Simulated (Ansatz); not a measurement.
Set up this calculation in Ansatz 0.2.0, as the native input.

```yaml
Task: relaxation of cell and atoms
Functional: revPBE
Dispersion: D4
Potentials_or_basis: Ansatz PAW
Cutoff: "420 eV (not typed: the program's choice for these potentials)"
k_mesh: 11 × 11 × 11
Occupations: fermi-dirac, width 0.05 eV
Spin: no spin polarisation
```

Crystal: Sn.

```xyz
1
Lattice="-1.7265 1.7755 2.3383 1.7265 -1.7755 2.3383 1.7265 1.7755 -2.3383" Properties=species:S:1:pos:R:3 pbc="T T T"
Sn    0.0000    0.0000    0.0000
```

This isn't the form of Sn at room conditions, which is tetragonal (white tin).

The input as run:

input.yaml

```yaml
crystal:
  lattice:
    - [-1.726539, 1.775547, 2.338342]
    - [1.726539, -1.775547, 2.338342]
    - [1.726539, 1.775547, -2.338342]
  atoms:
    - { symbol: Sn, position: [0.0, 0.0, 0.0] }
hamiltonian:
  xc: revpbe
  pseudopotentials: { kind: paw }
  dispersion: d4
kpoints:
  mp_grid: { grid: [11, 11, 11] }
scf:
  occupations: { method: fermi_dirac, width: 0.05 }
output:
  forces: true
  stress: true
  eigenvalues: true
relax:
  f_tol: 0.01
  max_steps: 40
  cell: { stress_tol: 0.05 }
```

Potentials or basis: Ansatz PAW.

Command:

```console
$ ansatz run input.yaml --threads 2 --pin off --max-ram 5632MiB --backend cpu --events-out ev --progress --plain --runs-dir out
```

Results of the run:

| Quantity | Value |
| --- | --- |
| Relaxed volume | 26.71 Å³/atom |
| Relaxed cell | a = 3.334 Å, b = 3.334 Å, c = 3.334 Å, α = 118.68°, β = 118.68°, γ = 92.30° |
| Space group after relaxing (to 0.05 Å) | I4/mmm (No. 139) |
| Energy gained by relaxing | 24.2 meV/atom |
| Ionic steps | 6 |
| Pressure after relaxing | 0.0 GPa |
| Band gap on the k mesh | none (metal or under the smearing width) |

Caveat: the plane-wave basis is chosen anew once the cell has moved, so the energies of steps on either side of that aren't comparable; pairwise dispersion overbinds metals, which lowers pressure and volume; the PAW data sets come from PBE, with cores solved anew for the run's functional, which leaves a small shift of forces and pressure.

Wall time 14 s on 2 threads of Arm Neoverse V1, on a shared host, peak memory 0.36 GiB.
